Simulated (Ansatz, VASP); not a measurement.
# Os in VASP and in Ansatz

```
Os
1.0
     0.00000    1.91016    1.91016
     1.91016    0.00000    1.91016
     1.91016    1.91016    0.00000
Os
1
Direct
  0.00000 0.00000 0.00000
```

This isn't the form of Os at room conditions, which is hcp.

Alike in both runs: functional PBEsol; k mesh 18 × 18 × 18; occupations gaussian, width 0.1 eV; no spin polarisation.

Ansatz relaxed the structure, and its values are those at the end. VASP's run is a single point on that final structure, the one shown.

```csv
,VASP,Ansatz
version,VASP 6.6.1,Ansatz 0.2.0
potentials or method,"VASP PAW PBE potentials, release 64 (Os)","scalar-relativistic, plane waves, PAW"
plane-wave cutoff (eV),520,420
valence electrons in the cell,8,16
```

```csv
,VASP,Ansatz,Ansatz less VASP
gap on the k mesh at the Fermi level (eV),none,none,-
pressure (GPa),0.5,0.0,-0.54
```

A gap of «none» marks a metal or a gap that the smearing closes. The two sets of potentials don't hold the same shells in valence.

Caveats: the PAW data sets were made with another functional, which shifts forces and pressure a little (VASP). The runs have no spin-orbit coupling, so splittings on Os are missing.
